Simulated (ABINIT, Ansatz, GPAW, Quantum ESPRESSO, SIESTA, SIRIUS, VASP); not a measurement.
**Bi2Te3: programs and potentials compared**

```
Bi Te
1.0
     2.19300    1.26613   10.16567
    -2.19300    1.26613   10.16567
     0.00000   -2.53226   10.16567
Bi Te
2 3
Direct
  0.60000 0.60000 0.60000
  0.40000 0.40000 0.40000
  0.79050 0.79050 0.79050
  0.20950 0.20950 0.20950
  0.00000 0.00000 0.00000
```

Alike in all runs: task single point; functional PBE; k mesh 7 × 7 × 7; occupations fermi-dirac, width 0.05 eV; no spin polarisation; no spin-orbit coupling. Pressure is positive in compression and, in plane waves, holds the error of the finite cutoff, which Ansatz's Pulay term estimates and takes out.

```csv
program and potentials,plane-wave cutoff (eV),notes,pressure (GPa)
"SIESTA, files PseudoDojo sr-pbe-0.4.1-standard, DZP (energy shift 0.003 Ry; two zetas on semicore shells)",-,atomic basis; 15.6 valence electrons an atom on average,2.69
"ABINIT, JTH PAW PBE v2.0",599,9.6 valence electrons an atom on average,1.86
"Ansatz, all-electron LAPW, scalar-relativistic",-,-,1.92
"SIRIUS, PseudoDojo 0.4.1 PBE standard (scalar relativistic)",1102,15.6 valence electrons an atom on average,1.96
"GPAW, GPAW PAW data sets (gpaw-data 1.2.1)",600,9.6 valence electrons an atom on average,1.70
"VASP, PBE PAW files Bi_d, Te, 520 eV",520,9.6 valence electrons an atom on average,1.89
"Ansatz, Ansatz PAW (earlier soft set)",420,15.6 valence electrons an atom on average,1.92
"Quantum ESPRESSO, SSSP 1.3 efficiency PBE",748,9.6 valence electrons an atom on average,1.76
```

Force on atom 3 (Te), eV/Å:

| program and potentials | x | y | z |
| --- | --- | --- | --- |
| SIESTA, files PseudoDojo sr-pbe-0.4.1-standard, DZP (energy shift 0.003 Ry; two zetas on semicore shells) | 0.000 | 0.000 | 0.177 |
| ABINIT, JTH PAW PBE v2.0 | 0.000 | 0.000 | -0.030 |
| Ansatz, all-electron LAPW, scalar-relativistic | 0.000 | 0.000 | -0.041 |
| SIRIUS, PseudoDojo 0.4.1 PBE standard (scalar relativistic) | 0.000 | 0.000 | -0.019 |
| GPAW, GPAW PAW data sets (gpaw-data 1.2.1) | 0.000 | 0.000 | -0.046 |
| VASP, PBE PAW files Bi_d, Te, 520 eV | 0.000 | 0.000 | -0.029 |
| Ansatz, Ansatz PAW (earlier soft set) | 0.000 | 0.000 | -0.042 |
| Quantum ESPRESSO, SSSP 1.3 efficiency PBE | 0.000 | 0.000 | -0.019 |

The pressure spans 1.70 (GPAW, GPAW PAW data sets (gpaw-data 1.2.1)) to 2.69 GPa (SIESTA, files PseudoDojo sr-pbe-0.4.1-standard, DZP (energy shift 0.003 Ry; two zetas on semicore shells)), with all-electron results at 1.92. Rows in atomic bases carry the error of their basis and grid, which can be large.

The functional is the same throughout but for its coding, so the spread measures potentials, basis and numerics; runs on potential files found faulty are left out.
